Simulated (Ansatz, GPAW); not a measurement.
# TaN: programs and potentials compared

```
Ta N
1.0
     0.00000    2.21132    2.21132
     2.21132    0.00000    2.21132
     2.21132    2.21132    0.00000
Ta N
1 1
Direct
  0.50000 0.50000 0.50000
  0.00000 0.00000 0.00000
```

The cell comes from a database or a generator and needn't be the stable form of this composition.

Alike in all runs: task single point; functional PBE; k mesh 10 × 10 × 10; occupations gaussian, width 0.015 eV; no spin polarisation; no spin-orbit coupling. A missing gap at this level doesn't show that the real crystal is a metal. Pressure is positive in compression and, in plane waves, holds the error of the finite cutoff, which Ansatz's Pulay term estimates and takes out.

| program and potentials | plane-wave cutoff (eV) | notes | band gap (eV) | pressure (GPa) |
| --- | --- | --- | --- | --- |
| Ansatz, Ansatz PAW | 420 | Pulay term of +0.49 GPa included | no gap | -1.37 |
| Ansatz, all-electron LAPW, scalar-relativistic | - | - | no gap | -1.21 |
| GPAW, GPAW PAW data sets (gpaw-data 1.2.1) | 800 | - | no gap | -1.58 |

None finds a gap. The pressure spans -1.58 (GPAW, GPAW PAW data sets (gpaw-data 1.2.1)) to -1.21 GPa (Ansatz, all-electron LAPW, scalar-relativistic), with all-electron results at -1.21.

Differences between rows come from potentials, basis sets and numerical settings, since the functional is the same but for its coding. Runs on potential files found faulty are left out.
